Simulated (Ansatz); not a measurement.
## Levels of theory for CsSnI3 (Pm-3m)

All numbers come from the plane-wave code Ansatz. The values are computed, non-magnetic, and not measurements.

Structure: CsSnI3 (started from an entry of an open crystallographic database), at its r2SCAN minimum. It is cubic, Pm-3m (No. 221); conventional cell a = 6.241 Å, 48.63 Å³ an atom. Cs is surrounded by 12 I at 4.41 Å; Sn is surrounded by 6 I at 3.12 Å; I is surrounded by 2 Sn at 3.12 Å and 4 Cs at 4.41 Å.

```cif
data_structure
_symmetry_space_group_name_H-M 'Pm-3m'
_symmetry_Int_Tables_number 221
_cell_length_a 6.2414
_cell_length_b 6.2414
_cell_length_c 6.2414
_cell_angle_alpha 90.000
_cell_angle_beta 90.000
_cell_angle_gamma 90.000
_cell_volume 243.13
loop_
_atom_site_label
_atom_site_type_symbol
_atom_site_symmetry_multiplicity
_atom_site_Wyckoff_symbol
_atom_site_fract_x
_atom_site_fract_y
_atom_site_fract_z
_atom_site_occupancy
Cs1 Cs 1 a 0.00000 0.00000 0.00000 1
Sn1 Sn 1 b 0.50000 0.50000 0.50000 1
I1 I 3 c 0.00000 0.50000 0.50000 1
```

Relaxed lattice by functional, symmetry kept:

| functional | k mesh | a (Å) | volume (Å³/atom) |
| --- | --- | --- | --- |
| PBE | 4×4×4 | 6.300 | 50.01 |
| r2SCAN | 4×4×4 | 6.241 | 48.63 |
| PBEsol | 4×4×4 | 6.157 | 46.68 |
| LDA | 4×4×4 | 6.048 | 44.25 |

Gaps on the r2SCAN cell, each the least over its mesh and the special points:
```
  level  k mesh  gap (eV)    kind  edges  least direct gap (eV)
    LDA   4×4×4      0.36  direct      R                   0.36
    PBE   4×4×4      0.38  direct      R                   0.38
PBE+SOC   4×4×4      0.01  direct      R                   0.01
 r2SCAN   4×4×4      0.50  direct      R                   0.50
```
PBE, PBE+SOC: smearing of 0.02 eV; the others have fixed occupations.
Wave cutoffs: 420 eV, 500 eV (r2SCAN). Set aside, since their points miss a band edge that the other levels read or their mesh is too coarse: HSE06, DDH-PBE0, PBE0, Hartree-Fock. Gaps under 0.1 eV (PBE+SOC) can't be told from a closed one: the bands may be in normal order or already inverted, which a gap's size doesn't show.

With r2SCAN the gap is 0.50 eV and direct, at R. Spin-orbit coupling changes the PBE gap by -0.37 eV, to 0.01 eV.

For gaps to 0.1 eV, spin-orbit coupling (up to 0.37 eV here) has to be included. All these functionals give a gap of the same kind, direct.

Only the levels marked +SOC include spin-orbit coupling.
